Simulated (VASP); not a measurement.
Write the native input for VASP 6.6.1 that does the following.

| Item | Value |
| --- | --- |
| Task | band structure |
| Functional | TB-mBJ |
| Potentials or basis | VASP PAW PBE potentials, release 64 (Cs_sv, H) |
| Cutoff | 520 eV |
| k mesh | 6 × 6 × 6 |
| Occupations | gaussian, width 0.02 eV |
| Spin | spin-orbit coupling, no magnetisation |
| Ladder | gaps |
| Further INCAR settings | ALGO = Normal; EDIFF = 1e-07 |

The system is CsH.

```
Cs H
1.0
     0.00000    3.18800    3.18800
     3.18800    0.00000    3.18800
     3.18800    3.18800    0.00000
Cs H
1 1
Direct
  0.00000 0.00000 0.00000
  0.50000 0.50000 0.50000
```

One way to write it, as run:

POSCAR

```
CsH
1.0
    0.0000000000      3.1880000000      3.1880000000
    3.1880000000      0.0000000000      3.1880000000
    3.1880000000      3.1880000000      0.0000000000
Cs H
1 1
Direct
    0.0000000000      0.0000000000      0.0000000000
    0.5000000000      0.5000000000      0.5000000000
```

INCAR.step1

```
  ALGO = Normal
  EDIFF = 1E-5
  ENCUT = 520
  GGA = PE
  GGA_COMPAT = False
  ISIF = 2
  ISMEAR = 0
  KPAR = 2
  LASPH = True
  LCHARG = False
  LNONCOLLINEAR = True
  LORBIT = 11
  LREAL = False
  LSORBIT = True
  LWAVE = True
  MAGMOM = 0 0 0 0 0 0
  NELM = 100
  PREC = Accurate
  SIGMA = 0.02
```

INCAR.step2

```
  ALGO = Normal
  EDIFF = 1E-7
  ENCUT = 520
  GGA_COMPAT = False
  ISIF = 2
  ISMEAR = 0
  ISTART = 1
  KPAR = 2
  LASPH = True
  LCHARG = False
  LNONCOLLINEAR = True
  LORBIT = 11
  LREAL = False
  LSORBIT = True
  LWAVE = False
  MAGMOM = 0 0 0 0 0 0
  METAGGA = MBJ
  NELM = 100
  PREC = Accurate
  SIGMA = 0.02
```

KPOINTS

```
k-points
0
Gamma
  6 6 6
```

KPOINTS_OPT

```
path GXWKGLUWLK,UX
15
line-mode
reciprocal
 0.0000000000  0.0000000000  0.0000000000  G
 0.5000000000  0.0000000000  0.5000000000  X

 0.5000000000  0.0000000000  0.5000000000  X
 0.5000000000  0.2500000000  0.7500000000  W

 0.5000000000  0.2500000000  0.7500000000  W
 0.3750000000  0.3750000000  0.7500000000  K

 0.3750000000  0.3750000000  0.7500000000  K
 0.0000000000  0.0000000000  0.0000000000  G

 0.0000000000  0.0000000000  0.0000000000  G
 0.5000000000  0.5000000000  0.5000000000  L

 0.5000000000  0.5000000000  0.5000000000  L
 0.6250000000  0.2500000000  0.6250000000  U

 0.6250000000  0.2500000000  0.6250000000  U
 0.5000000000  0.2500000000  0.7500000000  W

 0.5000000000  0.2500000000  0.7500000000  W
 0.5000000000  0.5000000000  0.5000000000  L

 0.5000000000  0.5000000000  0.5000000000  L
 0.3750000000  0.3750000000  0.7500000000  K

 0.6250000000  0.2500000000  0.6250000000  U
 0.5000000000  0.0000000000  0.5000000000  X
```

Potentials or basis: VASP PAW PBE potentials, release 64 (Cs_sv, H).

Run with:

```bash
$ cat potpaw_PBE.64/Cs_sv/POTCAR potpaw_PBE.64/H/POTCAR > POTCAR
$ cp INCAR.step1 INCAR
$ mpirun -np 2 vasp_ncl > vasp.out
$ cp INCAR.step2 INCAR
$ mpirun -np 2 vasp_ncl > vasp.out
```

Results of the run:

```json
{
 "Valence electrons inside the program's atomic spheres": "Cs 7.41; H 0.58"
}
```

Run time: 5.3 min on 2 MPI ranks on AMD EPYC 9R45 (Zen 5), on a shared host, peak memory 0.43 GiB a rank.
